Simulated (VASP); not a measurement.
# ZnS (F-43m) in VASP: further runs, part 2 of 2

VASP 6.6.1. Earlier steps stand in the parts before.

### Step 3. Relaxation of cell and atoms, PBEsol

INCAR

```
SYSTEM = ZnS
PREC = Accurate ; ENCUT = 600
EDIFF = 1E-6 ; ISMEAR = 0
SIGMA = 0.03 ; LREAL = .False.
LASPH = .True. ; NELM = 80
ALGO = Normal ; ISIF = 3
LWAVE = .False. ; LCHARG = .False.
GGA = PS ; IBRION = 2
NSW = 90 ; EDIFFG = -0.01
```

KPOINTS

```
Automatic mesh
0
Gamma
  10 10 10
  0 0 0
```

POSCAR

```
ZnS
1.0
    0.0000000000      2.7020000000      2.7020000000
    2.7020000000      0.0000000000      2.7020000000
    2.7020000000      2.7020000000      0.0000000000
Zn S
1 1
Direct
    0.2500000000      0.2500000000      0.2500000000
    0.0000000000      0.0000000000      0.0000000000
```

Potentials or basis: VASP PAW PBE potentials, release 64 (Zn, S).

Started as:

```sh
> cat potpaw_PBE.64/Zn/POTCAR potpaw_PBE.64/S/POTCAR > POTCAR
> mpirun -np 1 vasp_std > vasp.out
```

Wall time 35 s (1 thread of AMD EPYC 9R14 (Zen 4), shared host); peak memory 0.17 GiB.

Results (log left out):

- Free energy: -7.5893 eV
- Relaxed volume: 19.26 Å³/atom
- Relaxed cell: a = 3.791 Å, b = 3.791 Å, c = 3.791 Å, α = 60.00°, β = 60.00°, γ = 60.00°
- Space group after relaxing (to 0.05 Å): F-43m (No. 216)
- Energy gained by relaxing: 2.7 meV/atom
- Ionic steps: 3
- Pressure after relaxing: 0.0 GPa
- Band gap on the k mesh: 2.08 eV, direct

Step by step:
```
step  energy change (eV)  largest force (eV/Å)  pressure (GPa)  volume (Å³)
   1              0.0000                0.0000           -1.73        39.45
   2             -0.0049                0.0000            0.60        38.25
   3             -0.0054                0.0000           -0.03        38.51
```

Final structure:
```xyz
2
Lattice="0.0000 2.6803 2.6803 2.6803 0.0000 2.6803 2.6803 2.6803 0.0000" Properties=species:S:1:pos:R:3 pbc="T T T"
Zn    1.3402    1.3402    1.3402
S     0.0000    0.0000    0.0000
```

Levels at points of the mesh, in eV from the valence-band top:
```tsv
k point	band 6	band 7	band 8	band 9	band 10	band 11	band 12	band 13
(0.00, 0.00, 0.00)	-5.94	0.00	0.00	0.00	2.08	6.29	6.29	6.29
(0.50, 0.00, 0.00)	-5.74	-5.52	-0.91	-0.91	3.24	6.82	6.82	8.79
(0.50, 0.50, 0.00)	-5.72	-4.70	-2.34	-2.34	3.18	3.96	11.00	12.04
```

Caveat: the PAW data sets were made with another functional, which shifts forces and pressure a little.

### Step 4. Relaxation of cell and atoms, PBEsol

This run uses another cell than the first one, of 19.26 Å³/atom, 0.976 times its volume.

INCAR

```
SYSTEM = ZnS
PREC = Accurate ; ENCUT = 600
EDIFF = 1E-7 ; ISMEAR = 0
SIGMA = 0.03 ; LREAL = .False.
LASPH = .True. ; NELM = 80
ALGO = Normal ; ISIF = 3
LWAVE = .False. ; LCHARG = .False.
GGA = PS ; IBRION = 2
NSW = 90 ; EDIFFG = -0.005
```

KPOINTS is that of step 3.

POSCAR

```
ZnS                                     
1.0
    0.0000000000      2.6803314388      2.6803314388
    2.6803314388     -0.0000000000      2.6803314388
    2.6803314388      2.6803314388      0.0000000000
  Zn              S             
     1     1
Direct
     0.2500000000000000    0.2500000000000000    0.2500000000000000
     0.0000000000000000    0.0000000000000000    0.0000000000000000
```

Started as:

```sh
> cat potpaw_PBE.64/Zn/POTCAR potpaw_PBE.64/S/POTCAR > POTCAR
> mpirun -np 1 vasp_std > vasp.out
```

It took 18 s on 1 thread of AMD EPYC 9R14 (Zen 4), shared host; peak memory 0.15 GiB.

Results (log left out):

```
Free energy             : -7.5891 eV
Pressure after relaxing : 0.0 GPa
Band gap on the k mesh  : 2.08 eV, direct
```

Final structure:
```cif
data_structure
_symmetry_space_group_name_H-M 'P 1'
_symmetry_Int_Tables_number 1
_cell_length_a 3.7906
_cell_length_b 3.7906
_cell_length_c 3.7906
_cell_angle_alpha 60.000
_cell_angle_beta 60.000
_cell_angle_gamma 60.000
_cell_volume 38.51
loop_
_atom_site_label
_atom_site_type_symbol
_atom_site_fract_x
_atom_site_fract_y
_atom_site_fract_z
_atom_site_occupancy
Zn1 Zn 0.25000 0.25000 0.25000 1
S1 S 0.00000 0.00000 0.00000 1
```

Levels at points of the mesh, in eV from the valence-band top:
| k point | band 7 | band 8 | band 9 | band 10 | band 11 | band 12 |
| --- | --- | --- | --- | --- | --- | --- |
| (0.00, 0.00, 0.00) | 0.00 | 0.00 | 0.00 | 2.08 | 6.29 | 6.29 |
| (0.50, 0.00, 0.00) | -5.52 | -0.91 | -0.91 | 3.24 | 6.82 | 6.82 |
| (0.50, 0.50, 0.00) | -4.70 | -2.34 | -2.34 | 3.18 | 3.96 | 11.00 |

Caveat: the relaxation stopped at its first step, so nothing moved; the PAW data sets were made with another functional, which shifts forces and pressure a little.

### Step 5. Relaxation of cell and atoms, r2SCAN

INCAR

```
SYSTEM = ZnS
PREC     = Accurate       ! precision mode
ENCUT    = 600            ! plane-wave cutoff, eV
EDIFF    = 1E-6           ! SCF threshold, eV
ISMEAR   = 0              ! smearing method
SIGMA    = 0.03           ! smearing width, eV
LREAL    = .FALSE.        ! projectors in reciprocal space
LASPH    = .TRUE.         ! aspherical terms in the spheres
NELM     = 80             ! most SCF steps
ALGO     = Normal         ! electronic algorithm
ISIF     = 3              ! what is computed and relaxed
LWAVE    = .FALSE.        ! write WAVECAR
LCHARG   = .FALSE.        ! write CHGCAR
METAGGA  = R2SCAN         ! meta-GGA
LMIXTAU  = .TRUE.       
IBRION   = 2              ! ionic algorithm
NSW      = 90             ! ionic steps
EDIFFG   = -0.01          ! ionic threshold
```

KPOINTS

```
Automatic mesh
0
G
  10 10 10
  0 0 0
```

POSCAR

```
ZnS
1.0
    0.0000000000      2.7020000000      2.7020000000
    2.7020000000      0.0000000000      2.7020000000
    2.7020000000      2.7020000000      0.0000000000
Zn S
1 1
Direct
    0.2500000000      0.2500000000      0.2500000000
    0.0000000000      0.0000000000      0.0000000000
```

Started as:

```sh
> cat potpaw_PBE.64/Zn/POTCAR potpaw_PBE.64/S/POTCAR > POTCAR
> mpirun -np 1 vasp_std > vasp.out
```

It took 85 s on 1 thread of Intel Xeon 6975P-C (Granite Rapids), shared host; peak memory 0.21 GiB.

The run converged. Its results:

| Quantity | Value |
| --- | --- |
| Free energy | -18.8681 eV |
| Relaxed volume | 19.55 Å³/atom |
| Relaxed cell | a = 3.810 Å, b = 3.810 Å, c = 3.810 Å, α = 60.00°, β = 60.00°, γ = 60.00° |
| Space group after relaxing (to 0.05 Å) | F-43m (No. 216) |
| Energy gained by relaxing | 0.4 meV/atom |
| Ionic steps | 3 |
| Pressure after relaxing | 0.0 GPa |
| Band gap on the k mesh | 2.72 eV, direct |

The path:
| step | energy change (eV) | largest force (eV/Å) | pressure (GPa) | volume (Å³) |
| --- | --- | --- | --- | --- |
| 1 | 0.0000 | 0.0000 | -0.76 | 39.45 |
| 2 | -0.0006 | 0.0000 | 0.43 | 38.92 |
| 3 | -0.0008 | 0.0000 | 0.03 | 39.11 |

Final structure:
```yaml
crystal:
  lattice:
    - [0.00000, 2.69402, 2.69402]
    - [2.69402, 0.00000, 2.69402]
    - [2.69402, 2.69402, 0.00000]
  atoms:
    - { symbol: Zn, position: [0.25000, 0.25000, 0.25000] }
    - { symbol: S, position: [0.00000, 0.00000, 0.00000] }
```

Levels at points of the mesh, in eV from the valence-band top:
```
           k point  band 6  band 7  band 8  band 9  band 10  band 11  band 12  band 13
(0.00, 0.00, 0.00)   -5.98    0.00    0.00    0.00     2.72     6.90     6.90     6.90
(0.50, 0.00, 0.00)   -5.78   -5.45   -0.90   -0.90     3.84     7.39     7.39     9.45
(0.50, 0.50, 0.00)   -5.76   -4.65   -2.31   -2.31     3.71     4.48    11.83    12.89
```

Caveat: the PAW data sets were made with another functional, which shifts forces and pressure a little. r2SCAN opens gaps a little over a GGA but as a rule still falls short of measured ones.

### Step 6. Relaxation of cell and atoms, r2SCAN

This run uses another cell than the first one, of 19.55 Å³/atom, 0.991 times its volume.

INCAR, as its differences from that of step 5:

```diff
@@ -3,3 +3,3 @@
 ENCUT    = 600            ! plane-wave cutoff, eV
-EDIFF    = 1E-6           ! SCF threshold, eV
+EDIFF    = 1E-7           ! SCF threshold, eV
 ISMEAR   = 0              ! smearing method
@@ -17,2 +17,2 @@
 NSW      = 90             ! ionic steps
-EDIFFG   = -0.01          ! ionic threshold
+EDIFFG   = -0.005         ! ionic threshold
```

KPOINTS is that of step 5.

POSCAR

```
ZnS                                     
1.0
    0.0000000000      2.6940199531      2.6940199531
    2.6940199531      0.0000000000      2.6940199531
    2.6940199531      2.6940199531     -0.0000000000
  Zn              S             
     1     1
Direct
     0.2500000000000000    0.2500000000000000    0.2500000000000000
     0.0000000000000000    0.0000000000000000    0.0000000000000000
```

Potentials or basis: VASP PAW PBE potentials, release 64 (Zn, S).

Started as:

```sh
> cat potpaw_PBE.64/Zn/POTCAR potpaw_PBE.64/S/POTCAR > POTCAR
> mpirun -np 1 vasp_std > vasp.out
```

Run time: 61 s. Hardware: 1 thread of Intel Xeon 6975P-C (Granite Rapids), shared host; peak memory 0.18 GiB.

Results (log left out):

```
Free energy             : -18.8678 eV
Pressure after relaxing : 0.0 GPa
Band gap on the k mesh  : 2.72 eV, direct
```

Final structure:
```
Zn S
1.0
     0.00000    2.69402    2.69402
     2.69402    0.00000    2.69402
     2.69402    2.69402    0.00000
Zn S
1 1
Cartesian
  1.3470 1.3470 1.3470
  0.0000 0.0000 0.0000
```

Levels at points of the mesh, in eV from the valence-band top:
```tsv
k point	band 6	band 7	band 8	band 9	band 10	band 11	band 12	band 13
(0.00, 0.00, 0.00)	-5.98	0.00	0.00	0.00	2.72	6.90	6.90	6.90
(0.50, 0.00, 0.00)	-5.78	-5.46	-0.90	-0.90	3.83	7.39	7.39	9.45
(0.50, 0.50, 0.00)	-5.76	-4.65	-2.31	-2.31	3.71	4.48	11.83	12.89
```

Caveat: the relaxation stopped at its first step, so nothing moved; the PAW data sets were made with another functional, which shifts forces and pressure a little. r2SCAN opens gaps a little over a GGA but as a rule still falls short of measured ones.

### Step 7. Overview

| task | level | cell | gap on the mesh (eV) | pressure (GPa) |
| --- | --- | --- | --- | --- |
| relaxation of the atoms | PBE+D3(BJ) | atoms relaxed from: a relaxed cell with its volume scaled by 1.06 | 1.92 | -3.9 |
| relaxation of cell and atoms | PBEsol | relaxed | 2.08 | 0.0 |
| relaxation of cell and atoms | r2SCAN | relaxed | 2.72 | 0.0 |

Alike in all rows: potentials or basis VASP PAW PBE potentials, release 64 (Zn, S); no spin polarisation; k mesh 10 × 10 × 10; cutoff (eV) 600; smearing gaussian 0.03 eV.

Caveats: the relaxation stopped at its first step, so nothing moved; the PAW data sets were made with another functional, which shifts forces and pressure a little (some runs).

Total energies depend on the potentials used, so only differences within one code and one set of settings carry meaning.
